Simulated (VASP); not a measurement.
# Cd (P6_3/mmc) in VASP: settings compared

Aim: see how the results for Cd move with the level of theory and the settings. Levels: AM05, TPSS+D4. Tasks: relaxation of the atoms, relaxation of cell and atoms.

All numbers are computed with VASP 6.6.1; they aren't measurements. Logs are shortened: lines on timing, memory, paths and dates and some standing lists are left out, and cuts for length are marked.

## 1. Starting point

It takes space group P6_3/mmc (No. 194, hexagonal). The conventional cell has a = 2.979 Å, b = 2.979 Å, c = 5.618 Å, α = 90.00°, β = 90.00°, γ = 120.00°. Around Cd (site symmetry -6m2) lie 12 Cd at 2.98 to 3.29 Å.

## 2. Relaxation of the atoms, AM05 (volume scaled by 1.04)

INCAR

```
SYSTEM = Cd
  PREC = Accurate
  ENCUT = 520
  EDIFF = 1E-7
  ISMEAR = 0
  SIGMA = 0.05
  LREAL = .FALSE.
  LASPH = .TRUE.
  NELM = 60
  ALGO = Normal
  ISIF = 2
  LWAVE = .FALSE.
  LCHARG = .FALSE.
  GGA = AM
  IBRION = 2
  NSW = 40
  EDIFFG = -0.005
  NBANDS = 16
  ADDGRID = .TRUE.
```

KPOINTS

```
Automatic mesh
0
G
  10 10 5
  0 0 0
```

POSCAR

```
Cd
1.0
    3.0180701533      0.0000000000      0.0000000000
   -1.5090350766      2.6137254232      0.0000000000
    0.0000000000      0.0000000000      5.6915749249
Cd
2
Selective dynamics
Direct
    0.6666666667      0.3333333333      0.7500000000  F F F
    0.3333333333      0.6666666667      0.2500000000  T T T
```

Potentials or basis: VASP PAW PBE potentials, release 64 (Cd).

Launch:

```console
> cat potpaw_PBE.64/Cd/POTCAR > POTCAR
> mpirun -np 1 vasp_std > vasp.out
```

OUTCAR:

```text
SYSTEM = Cd
   PREC = Accurate
   ENCUT = 520
   EDIFF = 1E-7
   ISMEAR = 0
   LREAL = .FALSE.
   LASPH = .TRUE.
   NELM = 60
   ISIF = 2
   GGA = AM
   IBRION = 2
   NSW = 40
   EDIFFG = -0.005

 ion  position               nearest neighbor table
   1  0.667  0.333  0.750-   2 3.34   2 3.34   2 3.34   2 3.34   2 3.34   2 3.34
   2  0.333  0.667  0.250-   1 3.34   1 3.34   1 3.34   1 3.34   1 3.34   1 3.34

  LATTYP: Found a hexagonal cell.
 ALAT       =     3.0180701533
 C/A-ratio  =     1.8858325472

  Lattice vectors:

 A1 = (   3.0180701533,   0.0000000000,   0.0000000000)
 A2 = (  -1.5090350766,   2.6137254232,   0.0000000000)
 A3 = (   0.0000000000,   0.0000000000,   5.6915749249)

Analysis of symmetry for initial positions (statically):
=====================================================================
 Subroutine PRICEL returns:
 Original cell was already a primitive cell.

 Routine SETGRP: Setting up the symmetry group for a
 hexagonal supercell.

 Subroutine GETGRP returns: Found 24 space group operations
 (whereof 12 operations were pure point group operations)
 out of a pool of 24 trial point group operations.

The static configuration has the point symmetry D_3d.
 The point group associated with its full space group is D_6h.

Analysis of symmetry for dynamics (positions and initial velocities):
=====================================================================
 Subroutine PRICEL returns:
 Original cell was already a primitive cell.

 Routine SETGRP: Setting up the symmetry group for a
 hexagonal supercell.

 Subroutine GETGRP returns: Found 24 space group operations
 (whereof 12 operations were pure point group operations)
 out of a pool of 24 trial point group operations.

The dynamic configuration has the point symmetry D_3d.
 The point group associated with its full space group is D_6h.

Analysis of constrained symmetry for selective dynamics:
=====================================================================
 Subroutine PRICEL returns:
 Original cell was already a primitive cell.

 Routine SETGRP: Setting up the symmetry group for a
 hexagonal supercell.

 Subroutine GETGRP returns: Found 24 space group operations
 (whereof 12 operations were pure point group operations)
 out of a pool of 24 trial point group operations.

The constrained configuration has the point symmetry D_3d.
 The point group associated with its full space group is D_6h.

 Subroutine INISYM returns: Found 24 space group operations
 (whereof 12 operations are pure point group operations),
 and found     1 'primitive' translations

----------------------------------------------------------------------------------------

                                     Primitive cell

  volume of cell :      44.8975

  direct lattice vectors                    reciprocal lattice vectors
     3.018070153  0.000000000  0.000000000     0.331337560  0.191297829  0.000000000
    -1.509035077  2.613725423  0.000000000     0.000000000  0.382595659  0.000000000
     0.000000000  0.000000000  5.691574925     0.000000000  0.000000000  0.175698293

  length of vectors
     3.018070153  3.018070153  5.691574925     0.382595659  0.382595659  0.175698293

  position of ions in fractional coordinates (direct lattice)
     0.666666667  0.333333333  0.750000000
     0.333333333  0.666666667  0.250000000

  ion indices of the primitive-cell ions
   primitive index   ion index
                 1           1
                 2           2

----------------------------------------------------------------------------------------

 KPOINTS: Automatic mesh

Automatic generation of k-mesh.
 Grid dimensions read from file:
 generate k-points for:   10   10    5

 Generating k-lattice:

  Cartesian coordinates                     Fractional coordinates (reciprocal lattice)
     0.033133756  0.019129783  0.000000000     0.100000000 -0.000000000  0.000000000
     0.000000000  0.038259566  0.000000000     0.000000000  0.100000000  0.000000000
     0.000000000  0.000000000  0.035139659     0.000000000  0.000000000  0.200000000

  Length of vectors
     0.038259566  0.038259566  0.035139659

  Shift w.r.t. Gamma in fractional coordinates (k-lattice)
     0.000000000  0.000000000  0.000000000

 Subroutine IBZKPT returns following result:
 ===========================================

 Found     42 irreducible k-points:

 Following reciprocal coordinates:
            Coordinates               Weight
  0.000000  0.000000  0.000000      1.000000
  0.100000  0.000000  0.000000      6.000000
  0.200000  0.000000  0.000000      6.000000
  0.300000  0.000000  0.000000      6.000000
  0.400000  0.000000  0.000000      6.000000
  0.500000  0.000000  0.000000      3.000000
[... 34 lines left out ...]
  0.400000  0.200000  0.400000     12.000000
  0.300000  0.300000  0.400000     12.000000
   k-points           NKPTS =     42   k-points in BZ     NKDIM =     42   number of bands    NBANDS=     16
   number of dos      NEDOS =    301   number of ions     NIONS =      2
   total plane-waves  NPLWV =  24192
   dimension x,y,z NGX =    24 NGY =   24 NGZ =   42
   dimension x,y,z NGXF=    48 NGYF=   48 NGZF=   84
   ions per type =               2
   NGX,Y,Z   is equivalent  to a cutoff of  13.22, 13.22, 12.27 a.u.
   NGXF,Y,Z  is equivalent  to a cutoff of  26.44, 26.44, 24.54 a.u.
 SYSTEM =  Cd
   PREC   = accura    normal or accurate (medium, high low for compatibility)
   ISTART =      0    job   : 0-new  1-cont  2-samecut
   ICHARG =      2    charge: 1-file 2-atom 10-const
   ISPIN  =      1    spin polarized calculation?
   LNONCOLLINEAR =      F non collinear calculations
   LSORBIT =      F    spin-orbit coupling
   LASPH  =      T    aspherical Exc in radial PAW
   ENCUT  =  520.0 eV  38.22 Ry    6.18 a.u.   5.61  5.61 10.58*2*pi/ulx,y,z
   NELM   =     60;   NELMIN=  2; NELMDL= -5     # of ELM steps
   EDIFF  = 0.1E-06   stopping-criterion for ELM
   LREAL  =      F    real-space projection
   EDIFFG = -.5E-02   stopping-criterion for IOM
   NSW    =     40    number of steps for IOM
   IBRION =      2    ionic relax: 0-MD 1-quasi-New 2-CG
   NFREE  =      1    steps in history (QN), initial steepest desc. (CG)
   ISIF   =      2    stress and relaxation
   ISYM   =      2    0-nonsym 1-usesym 2-fastsym
   POTIM  = 0.5000    time-step for ionic-motion
   TEBEG  =    0.0;   TEEND  =   0.0 temperature during run
   PSTRESS=    0.0 pullay stress
   NELECT =      24.0000    total number of electrons
   NUPDOWN=      -1.0000    fix difference up-down
   EMIN   =  10.00;   EMAX   =-10.00  energy-range for DOS
   EFERMI =   0.00;   METHOD = LEGACY
   ISMEAR =     0;   SIGMA  =   0.05  broadening in eV -4-tet -1-fermi 0-gaus
   EFERMI_NEDOS =   21; number of points for ismear=-14 and -15
   IALGO  =     38    algorithm
   IMIX   =      4    mixing-type and parameters
     AMIX     =   0.40;   BMIX     =  1.00
     AMIX_MAG =   1.60;   BMIX_MAG =  1.00
  volume/ion in A,a.u.               =      22.45       151.49
  Fermi-wavevector in a.u.,A,eV,Ry     =   1.328632  2.510750 24.017856  1.765263
  Thomas-Fermi vector in A             =   2.457855
   LORBIT       =      0    0 simple, 1 ext, 2 COOP (PROOUT), +10 PAW based schemes
   GGA     = AM    functional components
   LHFCALC =     F    Hartree Fock is set to
   AEXX    =    0.0000 exact exchange contribution
   IVDW    =     0    specifies the selected vdW correction
   LEPSILON=     F    determine dielectric tensor
   LRPA    =     F    only Hartree local field effects (RPA)
 conjugate gradient relaxation of ions
 non-spin polarized calculation
 Gauss-broadening in eV      SIGMA  =   0.05
  energy-cutoff  :      520.00
  volume of cell :       44.90
 maximum number of plane-waves:      1228
 NGX is ok and might be reduce to    24
   NGX = 11   NGY = 11   NGZ = 21

 number of electron      24.0000001 magnetization

 Free energy of the ion-electron system (eV)
  ---------------------------------------------------
  ext. energy  EPLUGINS =         0.00000000
  ---------------------------------------------------
  free energy    TOTEN  =        -1.84684989 eV

  energy without entropy =       -1.84637544  energy(sigma->0) =       -1.84661266

 E-fermi :   2.4681     XC(G=0): -10.9523

 val. band max:        2.2365527365   @ k =   0.3000   0.2000   0.2000
 cond. band min:       2.4768527394   @ k =   0.3000   0.0000   0.0000
 fundamental gap:      0.2403000028
 Fermi energy:         2.4681335980

 k-point     1 :       0.0000    0.0000    0.0000
  band No.  band energies     occupation
      1      -7.1286      2.00000
      2      -6.8831      2.00000
      3      -6.5500      2.00000
      4      -6.5500      2.00000
      5      -6.5031      2.00000
      6      -6.5031      2.00000
[... 8 lines left out ...]
     15      16.7832      0.00000
     16      17.0256      0.00000

 k-point     2 :       0.1000    0.0000    0.0000
  band No.  band energies     occupation
      1      -7.0386      2.00000
      2      -6.8092      2.00000
      3      -6.5808      2.00000
      4      -6.5310      2.00000
      5      -6.4651      2.00000
      6      -6.4212      2.00000
[... 8 lines left out ...]
     15      13.8914      0.00000
     16      15.4853      0.00000

 k-point     3 :       0.2000    0.0000    0.0000
  band No.  band energies     occupation
      1      -6.9575      2.00000
      2      -6.7366      2.00000
      3      -6.6279      2.00000
      4      -6.4425      2.00000
      5      -6.3656      2.00000
      6      -6.2359      2.00000
[... 8 lines left out ...]
     15      13.6126      0.00000
     16      13.8837      0.00000

 k-point     4 :       0.3000    0.0000    0.0000
  band No.  band energies     occupation
      1      -7.0834      2.00000
      2      -6.8889      2.00000
      3      -6.6523      2.00000
      4      -6.4314      2.00000
      5      -6.3214      2.00000
      6      -6.2442      2.00000
[... 8 lines left out ...]
     15      11.0786      0.00000
     16      11.8984      0.00000

 k-point     5 :       0.4000    0.0000    0.0000
  band No.  band energies     occupation
      1      -7.2156      2.00000
      2      -7.0261      2.00000
      3      -6.8595      2.00000
      4      -6.4452      2.00000
      5      -6.3033      2.00000
      6      -6.2807      2.00000
[... 8 lines left out ...]
     15       7.8351      0.00000
     16       9.2926      0.00000

 k-point     6 :       0.5000    0.0000    0.0000
  band No.  band energies     occupation
      1      -7.2674      2.00000
      2      -7.0784      2.00000
      3      -6.9329      2.00000
      4      -6.4908      2.00000
      5      -6.3252      2.00000
      6      -6.2250      2.00000
[... 8 lines left out ...]
     15       5.5508      0.00000
     16       7.6646      0.00000
[... 571 lines left out ...]
 k-point    37 :       0.3000    0.1000    0.4000
  band No.  band energies     occupation
      1      -6.9919      2.00000
      2      -6.9365      2.00000
      3      -6.7886      2.00000
      4      -6.7114      2.00000
      5      -6.2125      2.00000
      6      -6.1197      2.00000
[... 8 lines left out ...]
     15       7.9387      0.00000
     16      10.2508      0.00000

 k-point    38 :       0.4000    0.1000    0.4000
  band No.  band energies     occupation
      1      -7.0805      2.00000
      2      -7.0347      2.00000
      3      -6.8800      2.00000
      4      -6.7892      2.00000
      5      -6.2385      2.00000
      6      -6.0868      2.00000
[... 8 lines left out ...]
     15       9.3182      0.00000
     16       9.9596      0.00000

 k-point    39 :       0.2000    0.2000    0.4000
  band No.  band energies     occupation
      1      -6.8139      2.00000
      2      -6.7718      2.00000
      3      -6.6899      2.00000
      4      -6.6237      2.00000
      5      -6.4143      2.00000
      6      -6.3279      2.00000
[... 8 lines left out ...]
     15       8.2085      0.00000
     16       8.8555      0.00000

 k-point    40 :       0.3000    0.2000    0.4000
  band No.  band energies     occupation
      1      -6.8516      2.00000
      2      -6.7895      2.00000
      3      -6.7525      2.00000
      4      -6.6812      2.00000
      5      -6.3697      2.00000
      6      -6.2065      2.00000
[... 8 lines left out ...]
     15       7.3060      0.00000
     16       8.1956      0.00000

 [... further k-points ...]

------------------------ aborting loop because EDIFF is reached ----------------------------------------

  FORCE on cell =-STRESS in cart. coord.  units (eV):
  Direction    XX          YY          ZZ          XY          YZ          ZX
  --------------------------------------------------------------------------------------
  -------------------------------------------------------------------------------------
  Total       -0.7601408     -0.7601408     -0.8478820     -0.0000000      0.0000000      0.0000000
  in kB      -27.1258208    -27.1258208    -30.2568873     -0.0000000      0.0000000      0.0000000
  external PRESSURE =     -28.1695097 kB  Pullay stress =       0.0000000 kB

 VOLUME and BASIS-vectors are now :
 -----------------------------------------------------------------------------
  energy-cutoff  :      520.00
  volume of cell :       44.90
      direct lattice vectors                 reciprocal lattice vectors
     3.018070153  0.000000000  0.000000000     0.331337560  0.191297829  0.000000000
    -1.509035077  2.613725423  0.000000000     0.000000000  0.382595659  0.000000000
     0.000000000  0.000000000  5.691574925     0.000000000  0.000000000  0.175698293

 POSITION                                       TOTAL-FORCE (eV/Angst)
 -----------------------------------------------------------------------------------
      1.50904      0.87124      4.26868        -0.000000      0.000000      0.000000
     -0.00000      1.74248      1.42289         0.000000     -0.000000      0.000000
 -----------------------------------------------------------------------------------
    total drift:                                0.000000     -0.000000      0.000000

  FREE ENERGIE OF THE ION-ELECTRON SYSTEM (eV)
  ---------------------------------------------------
  free  energy   TOTEN  =        -1.8468498857 eV

  energy  without entropy=       -1.8463754431  energy(sigma->0) =       -1.84661266

 reached required accuracy - stopping structural energy minimisation
```

It took 31 s on 1 thread of Intel Xeon Platinum 8488C (Sapphire Rapids), shared host; peak memory 0.25 GiB.

What came out:

```yaml
Free_energy: -1.8468 eV
Pressure_after_relaxing: -2.8 GPa
Band_gap_on_the_k_mesh: none (metal or under the smearing width)
```

Final structure:
```
Cd
1.0
     3.01807    0.00000    0.00000
    -1.50904    2.61373    0.00000
     0.00000    0.00000    5.69157
Cd
2
Direct
  0.66667 0.33333 0.75000
  0.33333 0.66667 0.25000
```

Caveat: the relaxation stopped at its first step, so nothing moved; the PAW data sets were made with another functional, which shifts forces and pressure a little.

(Part 1 of 2 ends here.)
